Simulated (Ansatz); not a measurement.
Bulk crystal (Ti) after relaxation:

```
Ti
1.0
     0.00000    2.05515    2.05515
     2.05515    0.00000    2.05515
     2.05515    2.05515    0.00000
Ti
1
Direct
  0.00000 0.00000 0.00000
```

Miller indices refer to the conventional cell of Fm-3m (No. 225), a = 4.110 Å, b = 4.110 Å, c = 4.110 Å, α = 90.00°, β = 90.00°, γ = 90.00°.

Consider the (111) slab of 5 planes, 9.5 Å thick with 15 Å of vacuum as cut; outer planes Ti (top) and Ti (bottom), all atoms relaxed.

All numbers below come from Ansatz 0.2.0, DFT r2SCAN, scalar-relativistic, plane waves, PAW. Cutoff 500 eV; k points 12×12×1 on the computed 5-atom cell (Γ-centred); Gaussian smearing, width 0.10 eV; no spin polarisation. A dipole correction removes the field between periodic images along c.

Task: Predict the surface energy (mean of both faces).

Result: 2.03 J/m².

Task: Give the work function.

Result: 4.64 eV.

Task: The top two planes lie 2.373 Å apart in the bulk. How does relaxation change this?

Result: The spacing becomes 2.209 Å (-6.9 %).

The reference crystal is the fcc form of Ti, which isn't its usual structure.